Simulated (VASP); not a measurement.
# InAs (F-43m) in VASP: further runs

Aim: see how the results for InAs move with the level of theory and the settings. Levels: PBE+D3(BJ), BLYP, revPBE+D4. Tasks: single point, relaxation of cell and atoms.

Program: VASP 6.6.1. These are calculated values, not measurements. Logs are shortened: lines on timing, memory, paths and dates and some standing lists are left out, and cuts for length are marked.

**Experimental background.**

From a printed reference work, data compilation, for a bulk crystal of InAs at 4.2 K: band gap 0.418 eV (direct).

The runs below are set against these values where they give the same quantity.

### 1 The cell of the first run

It takes space group F-43m (No. 216, cubic). The conventional cell has a = 6.114 Å, b = 6.114 Å, c = 6.114 Å, α = 90.00°, β = 90.00°, γ = 90.00°. In (site symmetry -43m) has 4 As at 2.65 Å within 3.5 Å. Within 3.5 Å of As (site symmetry -43m) lie 4 In at 2.65 Å.

### 2 Single point, PBE+D3(BJ)

INCAR

```
SYSTEM = InAs
PREC     = Accurate       ! precision mode
ENCUT    = 520            ! plane-wave cutoff, eV
EDIFF    = 1E-6           ! SCF threshold, eV
ISMEAR   = -1             ! smearing method
SIGMA    = 0.05           ! smearing width, eV
LREAL    = .False.        ! projectors in reciprocal space
LASPH    = .True.         ! aspherical terms in the spheres
NELM     = 100            ! most SCF steps
ALGO     = Normal         ! electronic algorithm
ISIF     = 2              ! what is computed and relaxed
LWAVE    = .False.        ! write WAVECAR
LCHARG   = .False.        ! write CHGCAR
GGA      = PE             ! functional
IVDW     = 12             ! dispersion correction
NBANDS   = 16             ! bands
```

KPOINTS

```
regular mesh
0
Gamma
  8 8 8
  0 0 0
```

POSCAR

```
InAs
1.0
    0.0000000000      3.0567995630      3.0567995630
    3.0567995630      0.0000000000      3.0567995630
    3.0567995630      3.0567995630      0.0000000000
In As
1 1
Direct
    0.0000000000      0.0000000000      0.0000000000
    0.7500000000      0.7500000000      0.7500000000
```

Potentials or basis: VASP PAW PBE potentials, release 64 (In_d, As).

The run is started by

```bash
> cat potpaw_PBE.64/In_d/POTCAR potpaw_PBE.64/As/POTCAR > POTCAR
> mpirun -np 1 vasp_std > vasp.out
```

OUTCAR:

```text
SYSTEM = InAs
   PREC = Accurate
   ENCUT = 520
   EDIFF = 1E-6
   ISMEAR = -1
   LREAL = .False.
   LASPH = .True.
   NELM = 100
   ISIF = 2
   GGA = PE
   IVDW = 12
 IVDW          = 12

 ion  position               nearest neighbor table
   1  0.000  0.000  0.000-   2 2.65   2 2.65   2 2.65   2 2.65
   2  0.750  0.750  0.750-   1 2.65   1 2.65   1 2.65   1 2.65

  LATTYP: Found a face centered cubic cell.
 ALAT       =     6.1135991260

  Lattice vectors:

 A1 = (   0.0000000000,   3.0567995630,   3.0567995630)
 A2 = (   3.0567995630,   0.0000000000,   3.0567995630)
 A3 = (   3.0567995630,   3.0567995630,   0.0000000000)

Analysis of symmetry for initial positions (statically):
=====================================================================
 Subroutine PRICEL returns:
 Original cell was already a primitive cell.

 Routine SETGRP: Setting up the symmetry group for a
 face centered cubic supercell.

 Subroutine GETGRP returns: Found 24 space group operations
 (whereof 24 operations were pure point group operations)
 out of a pool of 48 trial point group operations.

The static configuration has the point symmetry T_d .

Analysis of symmetry for dynamics (positions and initial velocities):
=====================================================================
 Subroutine PRICEL returns:
 Original cell was already a primitive cell.

 Routine SETGRP: Setting up the symmetry group for a
 face centered cubic supercell.

 Subroutine GETGRP returns: Found 24 space group operations
 (whereof 24 operations were pure point group operations)
 out of a pool of 48 trial point group operations.

The dynamic configuration has the point symmetry T_d .

 Subroutine INISYM returns: Found 24 space group operations
 (whereof 24 operations are pure point group operations),
 and found     1 'primitive' translations

----------------------------------------------------------------------------------------

                                     Primitive cell

  volume of cell :      57.1256

  direct lattice vectors                    reciprocal lattice vectors
     0.000000000  3.056799563  3.056799563    -0.163569770  0.163569770  0.163569770
     3.056799563  0.000000000  3.056799563     0.163569770 -0.163569770  0.163569770
     3.056799563  3.056799563  0.000000000     0.163569770  0.163569770 -0.163569770

  length of vectors
     4.322967399  4.322967399  4.322967399     0.283311151  0.283311151  0.283311151

  position of ions in fractional coordinates (direct lattice)
     0.000000000  0.000000000  0.000000000
     0.750000000  0.750000000  0.750000000

  ion indices of the primitive-cell ions
   primitive index   ion index
                 1           1
                 2           2

----------------------------------------------------------------------------------------

 KPOINTS: regular mesh

Automatic generation of k-mesh.
 Grid dimensions read from file:
 generate k-points for:    8    8    8

 Generating k-lattice:

  Cartesian coordinates                     Fractional coordinates (reciprocal lattice)
    -0.020446221  0.020446221  0.020446221     0.125000000  0.000000000  0.000000000
     0.020446221 -0.020446221  0.020446221     0.000000000  0.125000000  0.000000000
     0.020446221  0.020446221 -0.020446221     0.000000000  0.000000000  0.125000000

  Length of vectors
     0.035413894  0.035413894  0.035413894

  Shift w.r.t. Gamma in fractional coordinates (k-lattice)
     0.000000000  0.000000000  0.000000000

 Subroutine IBZKPT returns following result:
 ===========================================

 Found     29 irreducible k-points:

 Following reciprocal coordinates:
            Coordinates               Weight
  0.000000  0.000000  0.000000      1.000000
  0.125000  0.000000  0.000000      8.000000
  0.250000  0.000000  0.000000      8.000000
  0.375000  0.000000  0.000000      8.000000
  0.500000  0.000000  0.000000      4.000000
  0.125000  0.125000  0.000000      6.000000
[... 16 lines left out ...]
  0.500000  0.250000  0.125000     48.000000
 -0.375000  0.250000  0.125000     24.000000
 [... further k-points ...]
   k-points           NKPTS =     29   k-points in BZ     NKDIM =     29   number of bands    NBANDS=     16
   number of dos      NEDOS =    301   number of ions     NIONS =      2
   total plane-waves  NPLWV =  32768
   dimension x,y,z NGX =    32 NGY =   32 NGZ =   32
   dimension x,y,z NGXF=    64 NGYF=   64 NGZF=   64
   ions per type =               1   1
   NGX,Y,Z   is equivalent  to a cutoff of  12.31, 12.31, 12.31 a.u.
   NGXF,Y,Z  is equivalent  to a cutoff of  24.61, 24.61, 24.61 a.u.
 SYSTEM =  InAs
   PREC   = accura    normal or accurate (medium, high low for compatibility)
   ISTART =      0    job   : 0-new  1-cont  2-samecut
   ICHARG =      2    charge: 1-file 2-atom 10-const
   ISPIN  =      1    spin polarized calculation?
   LNONCOLLINEAR =      F non collinear calculations
   LSORBIT =      F    spin-orbit coupling
   LASPH  =      T    aspherical Exc in radial PAW
   ENCUT  =  520.0 eV  38.22 Ry    6.18 a.u.   8.04  8.04  8.04*2*pi/ulx,y,z
   NELM   =    100;   NELMIN=  2; NELMDL= -5     # of ELM steps
   EDIFF  = 0.1E-05   stopping-criterion for ELM
   LREAL  =      F    real-space projection
   EDIFFG = 0.1E-04   stopping-criterion for IOM
   NSW    =      0    number of steps for IOM
   IBRION =     -1    ionic relax: 0-MD 1-quasi-New 2-CG
   NFREE  =      0    steps in history (QN), initial steepest desc. (CG)
   ISIF   =      2    stress and relaxation
   ISYM   =      2    0-nonsym 1-usesym 2-fastsym
   POTIM  = 0.5000    time-step for ionic-motion
   TEBEG  =    0.0;   TEEND  =   0.0 temperature during run
   PSTRESS=    0.0 pullay stress
   NELECT =      18.0000    total number of electrons
   NUPDOWN=      -1.0000    fix difference up-down
   EMIN   =  10.00;   EMAX   =-10.00  energy-range for DOS
   EFERMI =   0.00;   METHOD = LEGACY
   ISMEAR =    -1;   SIGMA  =   0.05  broadening in eV -4-tet -1-fermi 0-gaus
   EFERMI_NEDOS =   21; number of points for ismear=-14 and -15
   IALGO  =     38    algorithm
   IMIX   =      4    mixing-type and parameters
     AMIX     =   0.40;   BMIX     =  1.00
     AMIX_MAG =   1.60;   BMIX_MAG =  1.00
  volume/ion in A,a.u.               =      28.56       192.75
  Fermi-wavevector in a.u.,A,eV,Ry     =   1.114009  2.105172 16.885049  1.241016
  Thomas-Fermi vector in A             =   2.250600
   LORBIT       =      0    0 simple, 1 ext, 2 COOP (PROOUT), +10 PAW based schemes
   GGA     = PE    functional components
   LHFCALC =     F    Hartree Fock is set to
   AEXX    =    0.0000 exact exchange contribution
   IVDW    =    12    specifies the selected vdW correction
   LEPSILON=     F    determine dielectric tensor
   LRPA    =     F    only Hartree local field effects (RPA)
 non-spin polarized calculation
  energy-cutoff  :      520.00
  volume of cell :       57.13
 maximum number of plane-waves:      1572
   NGX = 17   NGY = 17   NGZ = 17

 number of electron      17.9999997 magnetization

 Free energy of the ion-electron system (eV)
  ---------------------------------------------------
  ext. energy  EPLUGINS =         0.00000000
  ---------------------------------------------------
  free energy    TOTEN  =        -7.70377463 eV

  energy without entropy =       -7.70320850  energy(sigma->0) =       -7.70349156

 E-fermi :   4.2319     XC(G=0):  -8.9494

 val. band max:        4.1815651128   @ k =   0.0000   0.0000   0.0000
 cond. band min:       5.0675229902   @ k =   0.5000   0.0000   0.0000
 fundamental gap:      0.8859578774
 Fermi energy:         4.2318544510

 k-point     1 :       0.0000    0.0000    0.0000
  band No.  band energies     occupation
      1     -10.1472      2.00000
      2     -10.1472      2.00000
      3     -10.1472      2.00000
      4     -10.0345      2.00000
      5     -10.0345      2.00000
      6      -7.4722      2.00000
[... 8 lines left out ...]
     15      13.7776      0.00000
     16      13.7776      0.00000

 k-point     2 :       0.1250    0.0000    0.0000
  band No.  band energies     occupation
      1     -10.1644      2.00000
      2     -10.1420      2.00000
      3     -10.1420      2.00000
      4     -10.0346      2.00000
      5     -10.0346      2.00000
      6      -7.3204      2.00000
[... 8 lines left out ...]
     15      12.9383      0.00000
     16      12.9383      0.00000

 k-point     3 :       0.2500    0.0000    0.0000
  band No.  band energies     occupation
      1     -10.2036      2.00000
      2     -10.1308      2.00000
      3     -10.1308      2.00000
      4     -10.0334      2.00000
      5     -10.0334      2.00000
      6      -6.9051      2.00000
[... 8 lines left out ...]
     15      12.6970      0.00000
     16      12.6970      0.00000

 k-point     4 :       0.3750    0.0000    0.0000
  band No.  band energies     occupation
      1     -10.2402      2.00000
      2     -10.1219      2.00000
      3     -10.1219      2.00000
      4     -10.0297      2.00000
      5     -10.0297      2.00000
      6      -6.3789      2.00000
[... 8 lines left out ...]
     15      13.6026      0.00000
     16      13.6026      0.00000
[... 324 lines left out ...]
 k-point    22 :       0.3750    0.2500    0.1250
  band No.  band energies     occupation
      1     -10.2372      2.00000
      2     -10.1171      2.00000
      3     -10.1129      2.00000
      4     -10.0447      2.00000
      5     -10.0259      2.00000
      6      -6.5652      2.00000
[... 8 lines left out ...]
     15      14.2028      0.00000
     16      14.8216      0.00000

 k-point    23 :       0.5000    0.2500    0.1250
  band No.  band energies     occupation
      1     -10.2609      2.00000
      2     -10.1122      2.00000
      3     -10.1031      2.00000
      4     -10.0425      2.00000
      5     -10.0260      2.00000
      6      -6.0949      2.00000
[... 8 lines left out ...]
     15      14.3480      0.00000
     16      15.1835      0.00000

 k-point    24 :      -0.3750    0.2500    0.1250
  band No.  band energies     occupation
      1     -10.2698      2.00000
      2     -10.1114      2.00000
      3     -10.0994      2.00000
      4     -10.0388      2.00000
      5     -10.0278      2.00000
      6      -5.8537      2.00000
[... 8 lines left out ...]
     15      14.5024      0.00000
     16      15.1613      0.00000

 [... further k-points ...]

------------------------ aborting loop because EDIFF is reached ----------------------------------------

 Edisp (eV)   -0.62315

 E8    (eV) :    -0.2887

  FORCE on cell =-STRESS in cart. coord.  units (eV):
  Direction    XX          YY          ZZ          XY          YZ          ZX
  --------------------------------------------------------------------------------------
  -------------------------------------------------------------------------------------
  Total       0.00042     0.00042     0.00042     0.00000     0.00000     0.00000
  in kB       0.01169     0.01169     0.01169     0.00000     0.00000     0.00000
  external pressure =        0.01 kB  Pullay stress =        0.00 kB

 VOLUME and BASIS-vectors are now :
 -----------------------------------------------------------------------------
  energy-cutoff  :      520.00
  volume of cell :       57.13
      direct lattice vectors                 reciprocal lattice vectors
     0.000000000  3.056799563  3.056799563    -0.163569770  0.163569770  0.163569770
     3.056799563  0.000000000  3.056799563     0.163569770 -0.163569770  0.163569770
     3.056799563  3.056799563  0.000000000     0.163569770  0.163569770 -0.163569770

 POSITION                                       TOTAL-FORCE (eV/Angst)
 -----------------------------------------------------------------------------------
      0.00000      0.00000      0.00000         0.000000      0.000000      0.000000
      4.58520      4.58520      4.58520        -0.000000     -0.000000     -0.000000
 -----------------------------------------------------------------------------------
    total drift:                                0.000000      0.000000      0.000000

  FREE ENERGIE OF THE ION-ELECTRON SYSTEM (eV)
  ---------------------------------------------------
  free  energy   TOTEN  =        -8.3269232664 eV

  energy  without entropy=       -8.3263571319  energy(sigma->0) =       -8.32664020
```

Wall time 12 s (1 thread of Intel Xeon 6975P-C, shared host); peak memory 0.2 GiB.

Results:

```yaml
Free_energy: -8.3269 eV
Pressure: 0.0 GPa
Band_gap_on_the_k_mesh: zero (filled and empty bands touch)
Dispersion_energy_per_atom: -0.312 eV
```

Levels at points of the mesh, in eV from the Fermi level:
```tsv
k point	band 6	band 7	band 8	band 9	band 10	band 11	band 12	band 13
(0.00, 0.00, 0.00)	-11.70	-0.41	-0.05	-0.05	-0.05	3.84	3.84	3.84
(0.50, 0.00, 0.00)	-10.33	-5.65	-0.99	-0.99	0.84	4.61	4.61	6.76
(0.50, 0.50, 0.00)	-9.83	-5.75	-2.26	-2.26	1.55	2.00	8.92	8.99
```

Caveat: spin-orbit coupling is left out, which moves the levels of the heavy elements; pairwise dispersion overbinds metals, which lowers pressure and volume.

[end of part 1 of 2]
